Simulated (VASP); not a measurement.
# Se: forms and broadenings of the independent-particle spectrum

Se, P3_121 (no. 152), 3 atoms in the cell. PBE, independent-particle dielectric function; PAW potentials Se (PBE set).

## Input

INCAR.step1:
```
EDIFF = 1E-8
ENCUT = 250
ISMEAR = 0
KPAR = 4
LASPH = T
LCHARG = F
LEPSILON = T
LWAVE = F
PREC = Accurate
SIGMA = 0.02
```

INCAR.step2, as INCAR.step1 but for:
```
- LEPSILON = T
- LWAVE = F
+ LWAVE = T
+ NBANDS = 49
```

INCAR.step3:
```
ALGO = None
CSHIFT = 0.1
EDIFF = 1E-7
ENCUT = 250
ISMEAR = 0
ISTART = 1
KPAR = 4
LASPH = T
LCHARG = F
LOPTICS = T
LWAVE = F
NBANDS = 49
NEDOS = 2000
NELM = 1
PREC = Accurate
SIGMA = 0.02
```

INCAR.step4, as INCAR.step3 but for:
```
+ LNABLA = T
```

INCAR.step5, as INCAR.step4 but for:
```
- LNABLA = T
+ IPEAD = 1
+ LPEAD = T
```

INCAR.step6, as INCAR.step5 but for:
```
- IPEAD = 1
+ IPEAD = 3
```

INCAR.step7 changes the same tag again: IPEAD = 4.

INCAR.step8, as INCAR.step7 but for:
```
- CSHIFT = 0.1
- IPEAD = 4
- LPEAD = T
+ CSHIFT = 0.5
```

INCAR.step9, as INCAR.step8 but for:
```
- CSHIFT = 0.5
+ CSHIFT = 0.03
```

INCAR.step10 changes the same tag again: CSHIFT = 0.2.

INCAR.step11, as INCAR.step10 but for:
```
- CSHIFT = 0.2
- ISMEAR = 0
+ CSHIFT = 0.1
+ ISMEAR = -5
```

INCAR.step12, as INCAR.step11 but for:
```
- ISMEAR = -5
- SIGMA = 0.02
+ ISMEAR = 0
+ SIGMA = 0.2
```

INCAR.step13, as INCAR.step12 but for:
```
- SIGMA = 0.2
+ OMEGAMAX = 12
+ SIGMA = 0.02
```

INCAR.step14, as INCAR.step13 but for:
```
- OMEGAMAX = 12
+ OMEGAMAX = 60
```

KPOINTS:
```
k-points
0
Gamma
  8 8 6
```

POSCAR:
```
Se
1.0
    4.3662000000      0.0000000000      0.0000000000
   -2.1831000000      3.7812401180      0.0000000000
    0.0000000000      0.0000000000      4.9536000000
Se
3
Direct
    0.7746000000      0.7746000000      0.0000000000
    0.0000000000      0.2254000000      0.6666666667
    0.2254000000      0.0000000000      0.3333333333
```

Commands (each step's output is kept before the next begins):
```
cat potpaw_PBE.64/Se/POTCAR > POTCAR
cp INCAR.step1 INCAR
mpirun -np 4 vasp_std > vasp.out
rm WAVECAR CHG
cp INCAR.step2 INCAR
mpirun -np 4 vasp_std > vasp.out
cp INCAR.step3 INCAR
mpirun -np 4 vasp_std > vasp.out
cp INCAR.step4 INCAR
mpirun -np 4 vasp_std > vasp.out
cp INCAR.step5 INCAR
mpirun -np 4 vasp_std > vasp.out
cp INCAR.step6 INCAR
mpirun -np 4 vasp_std > vasp.out
cp INCAR.step7 INCAR
mpirun -np 4 vasp_std > vasp.out
cp INCAR.step8 INCAR
mpirun -np 4 vasp_std > vasp.out
cp INCAR.step9 INCAR
mpirun -np 4 vasp_std > vasp.out
cp INCAR.step10 INCAR
mpirun -np 4 vasp_std > vasp.out
cp INCAR.step11 INCAR
mpirun -np 4 vasp_std > vasp.out
cp INCAR.step12 INCAR
mpirun -np 4 vasp_std > vasp.out
cp INCAR.step13 INCAR
mpirun -np 4 vasp_std > vasp.out
cp INCAR.step14 INCAR
mpirun -np 4 vasp_std > vasp.out
```

## Result

- Direct gap on the mesh (eV): 1.24
- Gap on the mesh (eV): 1.16
- Bands: 49

One ground state, settings moved in the last step alone:

| Settings | ε at zero frequency | Mean energy of the absorption, weighted by Im ε (eV) | Time (s) |
|---|---|---|---|
| longitudinal form, CSHIFT 0.1 | 12.21 | 5.22 | 5 |
| transversal form (LNABLA) | 12.34 | 5.25 | 4 |
| finite differences (LPEAD), order 1 | 11.21 | 5.42 | 6 |
| finite differences (LPEAD), order 3 | 12.00 | 5.25 | 7 |
| finite differences (LPEAD), order 4 | 12.04 | 5.25 | 8 |
| CSHIFT 0.5 | 11.88 | 5.33 | 3 |
| CSHIFT 0.03 | 12.23 | 5.19 | 4 |
| CSHIFT 0.2 | 12.17 | 5.25 | 4 |
| tetrahedron method | 11.79 | 5.29 | 5 |
| SIGMA 0.2 | 12.24 | 5.22 | 4 |
| OMEGAMAX 12, which cuts the spectrum short | 11.93 | 5.20 | 4 |
| OMEGAMAX 60 | 12.21 | 5.22 | 5 |

The mean energy covers the spectrum up to 12 eV.

On the same mesh, density-functional perturbation theory with local fields gives ε = 11.01.

Limits: The 8×8×6 mesh is coarse for a spectrum: peaks stand apart that a denser mesh merges, and ε at zero frequency can be far too high.

VASP 6.6.1 took 178 s on 4 cores (Intel Xeon Platinum 8259CL @ 2.50GHz (Skylake/Cascade Lake)), a shared host.
